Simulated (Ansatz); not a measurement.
BN (started from an entry of an open crystallographic database), relaxed with r2SCAN+rVV10: the symmetry is P6_3/mmc (No. 194, hexagonal); conventional cell a = 2.501 Å, c = 6.524 Å, 8.83 Å³ an atom. Around B lie 3 N at 1.44 Å; around N lie 3 B at 1.44 Å. One-shot G0W0@PBE in Ansatz 0.2.0 on a 6×6×2 mesh (contour deformation, no spin-orbit coupling), from a PBE gap of 4.266 eV over the mesh points (the G0W0 gap is indirect on the mesh); the number N of bands summed and the screening cutoff rise together. The values are computed, spin-unpolarised, and not measurements.

```tsv
N	cutoff (eV)	1000/N	G0W0 gap (eV)
65	80	15.385	5.641
140	140	7.143	5.780
```

Lay a straight line in 1000/N through these rows.
The slope is -0.0169 eV per unit of 1000/N and the intercept 5.900 eV.

Predict the gap at N = 252 (210 eV).
5.900 + (-0.0169) × 3.968 = 5.833 eV; the run gives 5.894 eV, +0.061 eV from the line.

With that run's result added, what limit do the last two rows suggest?
Their slope is (5.894 − 5.780)/(3.968 − 7.143) = -0.0359, which meets 1/N = 0 at 6.04 eV, against 5.900 eV from the first line. The slope steepens, so 1/N isn't yet asymptotic and the true limit probably lies higher still; the k mesh isn't extrapolated.
